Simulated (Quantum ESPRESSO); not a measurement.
# Te (P3_121) in Quantum ESPRESSO: a series of runs

One crystal, Te, is run at these levels: r2SCAN; tasks: single point, equation of state.

Everything below comes from runs of Quantum ESPRESSO 7.5. Logs are shortened: lines on timing, memory, paths and dates and some standing lists are left out, and cuts for length are marked.

## (1) The structure

Symmetry: P3_121, No. 152, trigonal system. The conventional cell has a = 4.454 Å, b = 4.454 Å, c = 5.924 Å, α = 90.00°, β = 90.00°, γ = 120.00°. Te (site symmetry 2) is surrounded by 2 Te at 2.86 Å.

## (2) Single point, r2SCAN, 31.89 Å³/atom

File pw.in:

```
&CONTROL
  calculation = 'scf'
  prefix = 'pwscf'
  outdir = './tmp'
  pseudo_dir = './pseudo'
  tprnfor = .true.
  tstress = .true.
  disk_io = 'nowf'
/
&SYSTEM
  ibrav = 0
  nat = 3
  ntyp = 1
  ecutwfc = 70
  nbnd = 33
  input_dft = 'r2scan'
  occupations = 'smearing'
  smearing = 'fd'
  degauss = 0.00367493
  nosym = .true.
  nr1 = 48
  nr2 = 48
  nr3 = 72
/
&ELECTRONS
  conv_thr = 1d-08
  electron_maxstep = 120
  mixing_beta = 0.5
/
ATOMIC_SPECIES
Te   127.6000 Te_ONCV_PBE-1.2.upf
CELL_PARAMETERS angstrom
   4.3630765282    0.0000000000    0.0000000000
  -2.1815382641    3.7785351121    0.0000000000
   0.0000000000    0.0000000000    5.8030681080
ATOMIC_POSITIONS crystal
Te     0.7310000000    0.7310000000    0.0000000000
Te     0.0000000000    0.2690000000    0.6666666667
Te     0.2690000000    0.0000000000    0.3333333333
K_POINTS automatic
4 4 3 0 0 0
```

Potentials or basis: SG15 PBE 1.2.

Command:

```bash
> OMP_NUM_THREADS=1 mpirun -n 2 pw.x -nk 2 -in pw.in > pw.out
```

pw.out:

```text
This program is part of the open-source Quantum ESPRESSO suite
     for quantum simulation of materials; please cite
         "P. Giannozzi et al., J. Phys.:Condens. Matter 21 395502 (2009);
         "P. Giannozzi et al., J. Phys.:Condens. Matter 29 465901 (2017);
         "P. Giannozzi et al., J. Chem. Phys. 152 154105 (2020);
     in publications or presentations arising from this work. More details at

     IMPORTANT: XC functional enforced from input :
     Exchange-correlation= R2SCAN
                           (   0   0   0   0   0 497 498)
     Any further DFT definition will be discarded
     Please, verify this is what you really want

     K-points division:     npool     =       2
     Subspace diagonalization in iterative solution of the eigenvalue problem:
     a serial algorithm will be used

     G-vector sticks info
     --------------------
     sticks:   dense  smooth     PW     G-vecs:    dense   smooth      PW
     Sum        1303    1303    385                51029    51029    8275

     Using Slab Decomposition

     bravais-lattice index     =            0
     lattice parameter (alat)  =       8.2450  a.u.
     unit-cell volume          =     645.6105 (a.u.)^3
     number of atoms/cell      =            3
     number of atomic types    =            1
     number of electrons       =        48.00
     number of Kohn-Sham states=           33
     kinetic-energy cutoff     =      70.0000  Ry
     charge density cutoff     =     280.0000  Ry
     scf convergence threshold =      1.0E-08
     mixing beta               =       0.5000
     number of iterations used =            8  plain     mixing
     Exchange-correlation= R2SCAN
                           (   0   0   0   0   0 497 498)

     celldm(1)=   8.245020  celldm(2)=   0.000000  celldm(3)=   0.000000
     celldm(4)=   0.000000  celldm(5)=   0.000000  celldm(6)=   0.000000

     crystal axes: (cart. coord. in units of alat)
               a(1) = (   1.000000   0.000000   0.000000 )
               a(2) = (  -0.500000   0.866025   0.000000 )
               a(3) = (   0.000000   0.000000   1.330040 )

     reciprocal axes: (cart. coord. in units 2 pi/alat)
               b(1) = (  1.000000  0.577350 -0.000000 )
               b(2) = (  0.000000  1.154701  0.000000 )
               b(3) = (  0.000000 -0.000000  0.751857 )

     PseudoPot. # 1 for Te read from file:
     Te_ONCV_PBE-1.2.upf
     Pseudo is Norm-conserving, Zval = 16.0
     Generated using ONCVPSP code by D. R. Hamann
     Using radial grid of  602 points,  6 beta functions with:
                l(1) =   0
                l(2) =   0
                l(3) =   1
                l(4) =   1
                l(5) =   2
                l(6) =   2

     atomic species   valence    mass     pseudopotential
     Te               16.00   127.60000     Te( 1.00)

     No symmetry found

   Cartesian axes

     site n.     atom                  positions (alat units)
         1        Te     tau(   1) = (   0.3655000   0.6330646   0.0000000  )
         2        Te     tau(   2) = (  -0.1345000   0.2329608   0.8866936  )
         3        Te     tau(   3) = (   0.2690000   0.0000000   0.4433468  )

     number of k points=    26  Fermi-Dirac smearing, width (Ry)=  0.0037
                       cart. coord. in units 2pi/alat
        k(    1) = (   0.0000000   0.0000000   0.0000000), wk =   0.0416667
        k(    2) = (   0.0000000   0.0000000   0.2506190), wk =   0.0833333
        k(    3) = (   0.0000000   0.2886751   0.0000000), wk =   0.0833333
        k(    4) = (   0.0000000   0.2886751   0.2506190), wk =   0.0833333
        k(    5) = (   0.0000000   0.2886751  -0.2506190), wk =   0.0833333
        k(    6) = (   0.0000000  -0.5773503   0.0000000), wk =   0.0416667
[... 18 lines left out ...]
        k(   25) = (  -0.5000000  -0.8660254   0.0000000), wk =   0.0416667
        k(   26) = (  -0.5000000  -0.8660254   0.2506190), wk =   0.0833333

     Dense  grid:    51029 G-vectors     FFT dimensions: (  48,  48,  72)

     WARNING: libxc functional with ID  497 depends
      on external parameters: check the user_guide of
      QE if you need to modify them or to check their
      default values.

     WARNING: libxc functional with ID  498 depends
      on external parameters: check the user_guide of
      QE if you need to modify them or to check their
      default values.

     Initial potential from superposition of free atoms

     starting charge      47.8835, renormalised to      48.0000
     Starting wfcs are random

     Self-consistent Calculation

     iteration #  1     ecut=    70.00 Ry     beta= 0.50
     Davidson diagonalization with overlap
     ethr =  1.00E-02,  avg # of iterations =  9.3

     total energy              =    -521.47134873 Ry
     estimated scf accuracy    <     134.36403945 Ry
[... 50 lines left out ...]
     iteration #  9     ecut=    70.00 Ry     beta= 0.50
[... 44 lines left out ...]
    11.3052  12.1852  13.3702  15.7565  16.5248  17.9135  18.8707  20.2046
    20.8107

          k = 0.2500 0.4330-0.2506 (  6388 PWs)   bands (ev):

   -26.7674 -26.6924 -26.6694 -26.6673 -26.6356 -26.5928 -26.4942 -26.4905
   -26.4745 -26.4527 -26.4422 -26.4390 -26.4291 -26.4019 -26.3702  -2.8828
    -1.9663  -0.2233   4.6842   5.2336   5.8958   7.7685   9.3178  10.0990
    11.3052  12.1852  13.3701  15.7565  16.5248  17.9135  18.8707  20.2046
    20.8106
[... 11 lines left out ...]
   -26.7674 -26.6924 -26.6694 -26.6673 -26.6356 -26.5928 -26.4942 -26.4905
   -26.4745 -26.4527 -26.4422 -26.4390 -26.4291 -26.4019 -26.3703  -2.8828
    -1.9663  -0.2233   4.6842   5.2336   5.8958   7.7685   9.3178  10.0990
    11.3052  12.1852  13.3702  15.7565  16.5248  17.9135  18.8707  20.2046
    20.8106

          k = 0.2500-0.4330-0.2506 (  6388 PWs)   bands (ev):

   -26.7674 -26.6924 -26.6694 -26.6673 -26.6356 -26.5928 -26.4942 -26.4905
   -26.4745 -26.4527 -26.4422 -26.4390 -26.4291 -26.4019 -26.3703  -2.8828
    -1.9663  -0.2233   4.6842   5.2336   5.8958   7.7685   9.3178  10.0990
    11.3052  12.1852  13.3702  15.7565  16.5248  17.9135  18.8707  20.2046
    20.8109
[... 11 lines left out ...]
   -26.7686 -26.6955 -26.6700 -26.6697 -26.6365 -26.5940 -26.4920 -26.4909
   -26.4761 -26.4504 -26.4421 -26.4410 -26.4193 -26.3992 -26.3761  -3.4906
    -2.3567   0.7511   5.2490   5.9311   6.8868   8.6703   8.7585   9.7555
    11.3902  12.0520  12.0677  14.6391  17.1380  17.7288  18.2575  19.2836
    19.6083

          k = 0.2500-0.1443-0.2506 (  6382 PWs)   bands (ev):

   -26.7689 -26.6954 -26.6712 -26.6685 -26.6368 -26.5935 -26.4931 -26.4899
   -26.4761 -26.4501 -26.4438 -26.4395 -26.4198 -26.3947 -26.3800  -3.5130
    -2.2879   0.5795   5.7692   6.5325   7.0882   7.5754   8.1483   8.7310
    12.0595  12.6431  13.3020  15.8147  16.4679  16.6279  17.5763  18.3865
    18.7930

          k =-0.5000-0.2887 0.0000 (  6394 PWs)   bands (ev):

   -26.7384 -26.7339 -26.6648 -26.6588 -26.6565 -26.5657 -26.4944 -26.4837
   -26.4815 -26.4489 -26.4462 -26.4453 -26.4390 -26.3898 -26.3724  -3.1804
    -1.4912  -0.3441   5.0197   5.5269   6.3906   6.5045   9.2426   9.4754
    11.4230  11.4876  13.7071  14.5824  18.6062  20.0265  20.4980  20.6159
    21.0118

          k =-0.5000-0.2887 0.2506 (  6368 PWs)   bands (ev):

   -26.7676 -26.6923 -26.6698 -26.6667 -26.6355 -26.5929 -26.4945 -26.4902
   -26.4747 -26.4526 -26.4426 -26.4386 -26.4288 -26.4024 -26.3701  -2.8664
    -1.9554  -0.3075   4.3325   5.8029   6.4740   8.0954   8.2684   9.0823
    12.0642  12.5385  13.0655  14.9749  16.8951  19.8814  20.0364  20.2232
    20.6846

          k =-0.5000 0.0000 0.0000 (  6379 PWs)   bands (ev):

   -26.7375 -26.7349 -26.6645 -26.6585 -26.6572 -26.5653 -26.4947 -26.4831
   -26.4819 -26.4484 -26.4471 -26.4456 -26.4386 -26.3855 -26.3765  -3.2287
    -1.1318  -0.7128   5.2360   5.2924   6.7980   7.4849   7.8942   7.9074
    12.8865  13.3057  13.4813  15.3374  15.8301  18.8200  19.5575  20.9803
    21.1624

          k =-0.5000 0.0000 0.2506 (  6388 PWs)   bands (ev):

   -26.7674 -26.6924 -26.6694 -26.6673 -26.6356 -26.5928 -26.4942 -26.4905
   -26.4745 -26.4527 -26.4422 -26.4390 -26.4291 -26.4019 -26.3702  -2.8828
    -1.9663  -0.2233   4.6842   5.2336   5.8958   7.7685   9.3178  10.0990
    11.3052  12.1852  13.3701  15.7565  16.5248  17.9135  18.8707  20.2046
    20.8106

          k =-0.5000 0.0000-0.2506 (  6388 PWs)   bands (ev):

   -26.7674 -26.6924 -26.6694 -26.6672 -26.6356 -26.5928 -26.4942 -26.4906
   -26.4745 -26.4527 -26.4422 -26.4390 -26.4291 -26.4019 -26.3702  -2.8828
    -1.9663  -0.2233   4.6842   5.2336   5.8958   7.7685   9.3178  10.0990
    11.3052  12.1852  13.3702  15.7565  16.5248  17.9135  18.8707  20.2046
    20.8106

          k =-0.5000-0.8660 0.0000 (  6394 PWs)   bands (ev):

   -26.7384 -26.7339 -26.6648 -26.6588 -26.6565 -26.5657 -26.4944 -26.4837
   -26.4815 -26.4489 -26.4462 -26.4453 -26.4390 -26.3898 -26.3725  -3.1804
    -1.4912  -0.3441   5.0197   5.5269   6.3906   6.5046   9.2426   9.4754
    11.4230  11.4876  13.7071  14.5824  18.6062  20.0265  20.4980  20.6159
    21.0118

          k =-0.5000-0.8660 0.2506 (  6368 PWs)   bands (ev):

   -26.7676 -26.6923 -26.6698 -26.6668 -26.6355 -26.5929 -26.4945 -26.4902
   -26.4747 -26.4526 -26.4426 -26.4387 -26.4288 -26.4024 -26.3702  -2.8664
    -1.9554  -0.3075   4.3325   5.8029   6.4740   8.0954   8.2684   9.0823
    12.0642  12.5385  13.0655  14.9749  16.8951  19.8813  20.0364  20.2232
    20.6846

     the Fermi energy is    10.6149 ev

!    total energy              =    -521.80096286 Ry
     estimated scf accuracy    <          9.9E-09 Ry
     smearing contrib. (-TS)   =      -0.00000132 Ry
     internal energy E=F+TS    =    -521.80096154 Ry

     The total energy is F=E-TS. E is the sum of the following terms:
     one-electron contribution =    -237.56180779 Ry
     hartree contribution      =     129.06164643 Ry
     xc contribution           =     -53.13326866 Ry
     ewald contribution        =    -360.16753152 Ry

     convergence has been achieved in   9 iterations

     Forces acting on atoms (cartesian axes, Ry/au):

     atom    1 type  1   force =    -0.00382877   -0.00663340    0.00001162
     atom    2 type  1   force =    -0.00383702    0.00663485   -0.00000168
     atom    3 type  1   force =     0.00766579   -0.00000146   -0.00000994

     Total force =     0.013273     Total SCF correction =     0.000108

     Computing stress (Cartesian axis) and pressure

          total   stress  (Ry/bohr**3)                   (kbar)     P=       41.82
   0.00026589   0.00000001   0.00000001           39.11        0.00        0.00
   0.00000001   0.00026587   0.00000001            0.00       39.11        0.00
   0.00000001   0.00000001   0.00032118            0.00        0.00       47.25

=------------------------------------------------------------------------------=
   JOB DONE.
=------------------------------------------------------------------------------=
```

Wall time 2.9 min (2 MPI ranks of Arm Neoverse V1, shared host); peak memory 0.34 GiB.

Results:

* Free energy: -7099.4638 eV
* Pressure: 4.2 GPa
* Largest force: 0.197 eV/Å
* Band gap on the k mesh: 0.97 eV, indirect (least direct gap 1.21 eV)

Caveat: the potentials were made for another functional, which shifts forces and pressure; spin-orbit coupling is left out, which moves the levels of the heavy elements; an odd mesh through Γ misses points on the zone boundary, where band edges often lie.

## (3) Single point, r2SCAN, 32.57 Å³/atom

pw.in, as its differences from that of step 2:

```diff
@@ -32,5 +32,5 @@
 CELL_PARAMETERS angstrom
-   4.3630765282    0.0000000000    0.0000000000
-  -2.1815382641    3.7785351121    0.0000000000
-   0.0000000000    0.0000000000    5.8030681080
+   4.3938034316    0.0000000000    0.0000000000
+  -2.1969017158    3.8051453911    0.0000000000
+   0.0000000000    0.0000000000    5.8439361313
 ATOMIC_POSITIONS crystal
```

Potentials or basis: SG15 PBE 1.2.

Command:

```bash
> OMP_NUM_THREADS=1 mpirun -n 2 pw.x -nk 2 -in pw.in > pw.out
```

Wall time 3.2 min (2 MPI ranks of Arm Neoverse V1, shared host); peak memory 0.34 GiB.

It converged, with:

- Free energy: -7099.5083 eV
- Pressure: 2.8 GPa
- Largest force: 0.085 eV/Å
- Band gap on the k mesh: 0.98 eV, indirect (least direct gap 1.19 eV)

Caveat: the potentials were made for another functional, which shifts forces and pressure; spin-orbit coupling is left out, which moves the levels of the heavy elements; an odd mesh through Γ misses points on the zone boundary, where band edges often lie.

## (4) Single point, r2SCAN, 33.25 Å³/atom

pw.in, as its differences from that of step 3:

```diff
@@ -32,5 +32,5 @@
 CELL_PARAMETERS angstrom
-   4.3938034316    0.0000000000    0.0000000000
-  -2.1969017158    3.8051453911    0.0000000000
-   0.0000000000    0.0000000000    5.8439361313
+   4.4241064818    0.0000000000    0.0000000000
+  -2.2120532409    3.8313886024    0.0000000000
+   0.0000000000    0.0000000000    5.8842404128
 ATOMIC_POSITIONS crystal
```

Command:

```bash
> OMP_NUM_THREADS=1 mpirun -n 2 pw.x -nk 2 -in pw.in > pw.out
```

Run time: 3.2 min. Hardware: 2 MPI ranks of Arm Neoverse V1, shared host; peak memory 0.34 GiB.

The run converged. Its results:

| Item | Value |
| --- | --- |
| Free energy | -7099.5364 eV |
| Pressure | 1.6 GPa |
| Largest force | 0.019 eV/Å |
| Band gap on the k mesh | 0.98 eV, indirect (least direct gap 1.17 eV) |

Caveat: the potentials were made for another functional, which shifts forces and pressure; spin-orbit coupling is left out, which moves the levels of the heavy elements; an odd mesh through Γ misses points on the zone boundary, where band edges often lie.

## (5) Single point, r2SCAN, 33.93 Å³/atom

pw.in, as its differences from that of step 4:

```diff
@@ -32,5 +32,5 @@
 CELL_PARAMETERS angstrom
-   4.4241064818    0.0000000000    0.0000000000
-  -2.2120532409    3.8313886024    0.0000000000
-   0.0000000000    0.0000000000    5.8842404128
+   4.4540000000    0.0000000000    0.0000000000
+  -2.2270000000    3.8572771485    0.0000000000
+   0.0000000000    0.0000000000    5.9240000000
 ATOMIC_POSITIONS crystal
```

Command:

```bash
> OMP_NUM_THREADS=1 mpirun -n 2 pw.x -nk 2 -in pw.in > pw.out
```

Run time: 3.5 min. Hardware: 2 MPI ranks of Arm Neoverse V1, shared host; peak memory 0.36 GiB.

It converged, with:

| Item | Value |
| --- | --- |
| Free energy | -7099.5498 eV |
| Pressure | 0.5 GPa |
| Largest force | 0.116 eV/Å |
| Band gap on the k mesh | 0.97 eV, indirect (least direct gap 1.15 eV) |

Caveat: the potentials were made for another functional, which shifts forces and pressure; spin-orbit coupling is left out, which moves the levels of the heavy elements; an odd mesh through Γ misses points on the zone boundary, where band edges often lie.

## (6) Single point, r2SCAN, 34.60 Å³/atom

pw.in, as its differences from that of step 5:

```diff
@@ -32,5 +32,5 @@
 CELL_PARAMETERS angstrom
-   4.4540000000    0.0000000000    0.0000000000
-  -2.2270000000    3.8572771485    0.0000000000
-   0.0000000000    0.0000000000    5.9240000000
+   4.4834975484    0.0000000000    0.0000000000
+  -2.2417487742    3.8828227747    0.0000000000
+   0.0000000000    0.0000000000    5.9632329314
 ATOMIC_POSITIONS crystal
```

Potentials or basis: SG15 PBE 1.2.

Command:

```bash
> OMP_NUM_THREADS=1 mpirun -n 2 pw.x -nk 2 -in pw.in > pw.out
```

It took 3.5 min on 2 MPI ranks of Arm Neoverse V1, shared host; peak memory 0.36 GiB.

The run converged. Its results:

* Free energy: -7099.5500 eV
* Pressure: -0.5 GPa
* Largest force: 0.206 eV/Å
* Band gap on the k mesh: 0.97 eV, indirect (least direct gap 1.13 eV)

Caveat: the potentials were made for another functional, which shifts forces and pressure; spin-orbit coupling is left out, which moves the levels of the heavy elements; an odd mesh through Γ misses points on the zone boundary, where band edges often lie.

## (7) Single point, r2SCAN, 35.28 Å³/atom

pw.in, as its differences from that of step 6:

```diff
@@ -32,5 +32,5 @@
 CELL_PARAMETERS angstrom
-   4.4834975484    0.0000000000    0.0000000000
-  -2.2417487742    3.8828227747    0.0000000000
-   0.0000000000    0.0000000000    5.9632329314
+   4.5126119846    0.0000000000    0.0000000000
+  -2.2563059923    3.9080366161    0.0000000000
+   0.0000000000    0.0000000000    6.0019563082
 ATOMIC_POSITIONS crystal
```

Command:

```bash
> OMP_NUM_THREADS=1 mpirun -n 2 pw.x -nk 2 -in pw.in > pw.out
```

It took 3.5 min on 2 MPI ranks of Arm Neoverse V1, shared host; peak memory 0.36 GiB.

The run converged. Its results:

- Free energy: -7099.5384 eV
- Pressure: -1.4 GPa
- Largest force: 0.290 eV/Å
- Band gap on the k mesh: 0.96 eV, indirect (least direct gap 1.11 eV)

Caveat: the potentials were made for another functional, which shifts forces and pressure; spin-orbit coupling is left out, which moves the levels of the heavy elements; an odd mesh through Γ misses points on the zone boundary, where band edges often lie.

## (8) Single point, r2SCAN, 35.96 Å³/atom

pw.in, as its differences from that of step 7:

```diff
@@ -32,5 +32,5 @@
 CELL_PARAMETERS angstrom
-   4.5126119846    0.0000000000    0.0000000000
-  -2.2563059923    3.9080366161    0.0000000000
-   0.0000000000    0.0000000000    6.0019563082
+   4.5413555111    0.0000000000    0.0000000000
+  -2.2706777555    3.9329292402    0.0000000000
+   0.0000000000    0.0000000000    6.0401863600
 ATOMIC_POSITIONS crystal
```

Command:

```bash
> OMP_NUM_THREADS=1 mpirun -n 2 pw.x -nk 2 -in pw.in > pw.out
```

It took 3.5 min on 2 MPI ranks of Arm Neoverse V1, shared host; peak memory 0.36 GiB.

Results (log left out):

```
Free energy            : -7099.5161 eV
Pressure               : -2.2 GPa
Largest force          : 0.369 eV/Å
Band gap on the k mesh : 0.95 eV, indirect (least direct gap 1.10 eV)
```

Caveat: the potentials were made for another functional, which shifts forces and pressure; spin-orbit coupling is left out, which moves the levels of the heavy elements; an odd mesh through Γ misses points on the zone boundary, where band edges often lie.

## (9) Equation of state, r2SCAN

Potentials or basis: SG15 PBE 1.2.

This step only gathers the single runs of the series.

Results:

```
Equilibrium volume                        : 34.27 Å³/atom
Bulk modulus at fixed shape and positions : 50 GPa
Pressure derivative of the bulk modulus   : 4.4
```

Energy against volume, from the lowest point:
```tsv
volume (Å³/atom)	energy (meV/atom)
31.890	28.75
32.568	13.92
33.247	4.55
33.925	0.07
34.604	0.00
35.282	3.88
35.961	11.30
```

Caveat: the k mesh is coarse (spacing up to 0.41 Å⁻¹), so the values aren't converged; the potentials were made for another functional, which shifts forces and pressure; the cell was scaled at fixed shape and fractional positions, which overstates the stiffness of a crystal with free parameters, most of all of layers and chains.
